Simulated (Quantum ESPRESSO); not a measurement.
## ZrO2: single point with PBE

The system is ZrO2.

```
Zr O
1.0
     0.00000    2.54507    2.54507
     2.54507    0.00000    2.54507
     2.54507    2.54507    0.00000
Zr O
1 2
Direct
  0.00000 0.00000 0.00000
  0.75000 0.75000 0.75000
  0.25000 0.25000 0.25000
```

Measurements of this composition are mostly on another form, of space group No. 14.

```
Program             : Quantum ESPRESSO 7.5
Task                : single point
Functional          : PBE
Potentials or basis : SG15 PBE 1.2
Cutoff              : 1197 eV
Density cutoff      : 4789 eV
k mesh              : 4 × 4 × 4
Occupations         : fermi-dirac, width 0.05 eV
Spin                : no spin polarisation
```

```json
{"Pressure": "3.6 GPa", "Band gap on the k mesh": "3.36 eV, indirect (least direct gap 3.80 eV)"}
```

Levels at points of the mesh, in eV from the valence-band top:
```tsv
k point	band 9	band 10	band 11	band 12	band 13	band 14	band 15	band 16
(0.00, 0.00, 0.00)	-5.23	-0.53	-0.53	-0.53	3.36	3.36	6.59	9.35
(0.00, 0.00, -0.50)	-2.52	-2.48	-1.64	-1.64	4.00	4.00	6.09	8.45
(0.00, -0.50, -0.50)	-3.14	-1.52	-1.52	0.00	3.80	4.73	5.84	7.27
```

Wall time 12 s on 1 thread of Arm Neoverse V1, on a shared host, peak memory 0.06 GiB.

Caveat: the k mesh is coarse (spacing up to 0.53 Å⁻¹), so the values aren't converged. A k mesh can miss the band edges.
